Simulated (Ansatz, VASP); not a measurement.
## BiTe in VASP and in Ansatz

```
Bi Te
1.0
    -1.02280    2.81271    2.81271
     2.81271   -1.02280    2.81271
     2.81271    2.81271   -1.02280
Bi Te
1 1
Direct
  0.00000 0.00000 0.00000
  0.50000 0.50000 0.50000
```

Alike in both runs: task single point; functional LDA; k mesh 14 × 14 × 14; occupations gaussian, width 0.15 eV; no spin polarisation.

```csv
,VASP,Ansatz
version,VASP 6.6.1,Ansatz 0.2.0
potentials or method,"VASP PAW LDA potentials, release 64 (Bi_d, Te)","scalar-relativistic, plane waves, PAW"
plane-wave cutoff (eV),520,420
valence electrons in the cell,21,31
```

```csv
,VASP,Ansatz,Ansatz less VASP
gap on the k mesh at the Fermi level (eV),none,none,-
pressure (GPa),-7.2,-7.2,-0.02
largest component of the traceless stress (GPa),1.33,1.35,+0.014
```

A gap of «none» marks a metal or a gap that the smearing closes. The two sets of potentials don't hold the same shells in valence.

Caveats: spin-orbit coupling is left out, which moves the levels of the heavy elements.
